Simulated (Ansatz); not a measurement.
# NbP: one candidate structure, part 2 of 2

Where does NbP go from the start given, structure listed in a database for this formula (I4_1md, No. 109)?

Ansatz 0.2.0; DFT PBE, scalar-relativistic, plane waves, PAW. Earlier steps stand in the parts before.

## Step 4: Variant: preconditioner local_kerker, dr2_threshold 1.0e-09, accuracy high, ecutwfc left out

input.yaml

```yaml
crystal:
  lattice:
    - [-1.6735680813, 1.6735680813, 5.7135155948]
    - [1.6735680813, -1.6735680813, 5.7135155948]
    - [1.6735680813, 1.6735680813, -5.7135155948]
  atoms:
    - { symbol: Nb, position: [0.7500390633, 0.7500390633, 0.0] }
    - { symbol: Nb, position: [0.5000390633, 1.0000390633, 0.5] }
    - { symbol: P, position: [0.3325895117, 0.3325895117, 0.0] }
    - { symbol: P, position: [0.0825895117, 0.5825895117, 0.5] }
kpoints:
  mp_grid: { grid: [20, 20, 20] }
hamiltonian:
  xc: pbe
scf:
  occupations: { method: gaussian, width: 0.1 }
  mixing: { preconditioner: local_kerker }
  convergence: { dr2_threshold: 1.0e-09 }
output:
  forces: true
  eigenvalues: true
  stress: true
accuracy: high
```

Launch:

```bash
> ansatz run input.yaml --threads 1 --pin off --max-ram 2560MiB --backend cpu --events-out ev --progress --plain --runs-dir out
```

The program printed, shortened:

```text
Warning: output.stress: scf.convergence.dr2_threshold = 1e-9 eV is looser than the 4e-10 eV advised for a printed stress (1e-10 eV for each atom of the cell: 4). What an SCF threshold leaves in a stress goes as its square root, and in the free energy as the threshold itself, and one [...]
Warning: RAYON_NUM_THREADS=1 ignored (pool sized by the plan → 1); use --threads N
[...]
Pseudopotentials: kind: paw
Pseudopotential: Nb, paw, valence charge 13, recommended cutoff 420 eV (normal), Nb.paw.azcp
Pseudopotential: P, paw, valence charge 5, recommended cutoff 420 eV (normal), P.paw.azcp
Functional definition: PBE
[...]
Crystal: 4 atoms, lattice volume = 64.010 Å³
Basis set: ecut = 420 eV, 1231 PW (Γ), FFT grids on a1+a3, a2+a3, a3, exchange–correlation on 54×54×96 points (8 copies of the dense FFT grid, shifted against one another)
Bands: 22, of which v1, the nominal top of the filled ones, is band 18 counted from 1 (17 counted from 0)
Symmetry: 8 space group operations
Space group: I41md (ITA 109), of the structure as read, at distance tolerance 4.0e-5 Å
k-points: 641 of 8000 (time reversal used)
[...]
SCF iter   1: F=—  HF=-10620.073334 eV  |F-HF|=—  |Δ(HF+E_count)|=         —  Δρ=8.05e-3  dr2=2.92e-2  ethr=1.77e-3  ⟨swp⟩=5.5  Hψ=69226  notcnv=0
[...]
SCF iter   7: F=-10620.072781 eV  HF=-10620.072781 eV  |F-HF|=3.64e-12  |Δ(HF+E_count)|=  7.28e-12  Δρ=1.32e-7  dr2=5.48e-12  ethr=2.78e-12  ⟨swp⟩=4.2  Hψ=47649  notcnv=0
[...]
SCF converged after 7 iterations
Free energy (F): -10620.072781 eV
[...]
E sigma→0 (E₀):  -10620.071857 eV
Entropy (-TS):   -0.001847 eV (-0.462 meV/atom)
Fermi energy:    14.966185 eV
[...]
--- Forces (eV/Å), atoms counted from 1 ---
  atom   1  Nb    -0.00000000     0.00000000    -0.00061889
  atom   2  Nb     0.00000000     0.00000000    -0.00061889
  atom   3  P     -0.00000000    -0.00000000     0.00061891
  atom   4  P      0.00000000    -0.00000000     0.00061891
[...]
--- Stress (GPa, compression-positive) ---
       -0.010328       0.000000      -0.000000
        0.000000      -0.010328       0.000000
       -0.000000       0.000000      -0.016866
  P = ⅓ Tr σ = -0.0125 GPa (-0.125 kbar)
--- Band table (eV; the first three rows and the last of 641) ---
[... band rows left out ...]
[...]
```

Wall time 64 s (1 thread of Intel Xeon Platinum 8375C at 2.90GHz (Ice Lake), shared host); peak memory 1.1 GiB.

```tsv
run	ending	energy change	pressure (GPa)	gap (eV)	force (eV/Å)	cycles	time
step 3	converged	0	0.0	0.00	0.00	-	5.4 min
variant	converged	0.0 meV/atom	0.0	0.00	0.00	7	64 s
```

The changed input (mixing, convergence setting and accuracy level) leaves the energy the same to the digits printed.

## Step 5: Results

This closing draws on all 2 parts. Changes of volume or cell count from the first structure of part 1.

Formation energies count from the elements, computed with the same settings in runs not shown here.

```
                          quantity                                                                       value
               cell (conventional)  a = 3.347 Å, b = 3.347 Å, c = 11.427 Å, α = 90.00°, β = 90.00°, γ = 90.00°
                       space group                                                            I4_1md (No. 109)
                            volume                                                               16.00 Å³/atom
                   gap on the mesh                                                                none (metal)
formation energy from the elements                                                              -1.039 eV/atom
```

In words: The space group stayed I4_1md, and from the first guess the volume went from 16.10 to 16.00 Å³/atom. With -1.04 eV/atom it lies under the elements, which doesn't yet make it stable against other compounds of them.
